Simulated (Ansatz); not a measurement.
Runs of Ansatz 0.2.0 on CrCuO2. It takes space group R-3m (No. 166, trigonal). Conventional cell: a = 2.973 Å, b = 2.973 Å, c = 17.100 Å, α = 90.00°, β = 90.00°, γ = 120.00°. Cu (site symmetry -3m) is surrounded by 2 O at 1.85 Å. Cr (site symmetry -3m) is surrounded by 6 O at 1.99 Å. O (site symmetry 3m) has 1 Cu at 1.85 Å and 3 Cr at 1.99 Å as nearest neighbours. 

| potentials or basis | cutoff (eV) | basis error allowed | gap on the mesh (eV) | pressure (GPa) | moment (μB) | largest force (eV/Å) |
| --- | --- | --- | --- | --- | --- | --- |
| all-electron LAPW, inner shells corrected to Dirac's equation | 457 | 0.002 eV/atom | 0.99 | -3.6 | 3.00 | 0.07 |
| all-electron PAW datasets made for the crystal | 520 | - | 0.99 | -3.6 | 3.00 | 0.07 |
| all-electron LAPW, scalar-relativistic | 457 | 0.002 eV/atom | 0.99 | -3.6 | 3.00 | 0.07 |
| all-electron LAPW, non-relativistic | 458 | 0.002 eV/atom | 0.98 | (a) | 3.00 | 0.18 |

Alike in all rows: task band structure; level PBEsol; spin collinear, ferromagnetic start; cell as given; k mesh 10 × 10 × 10; smearing fermi-dirac 0.05 eV.

Task: Estimate the missing entries.

Result: (a) -1.8.

Caveats: only a ferromagnetic start was run, and an antiferromagnetic order may lie lower in energy.

The runs don't all hold the same shells in valence.
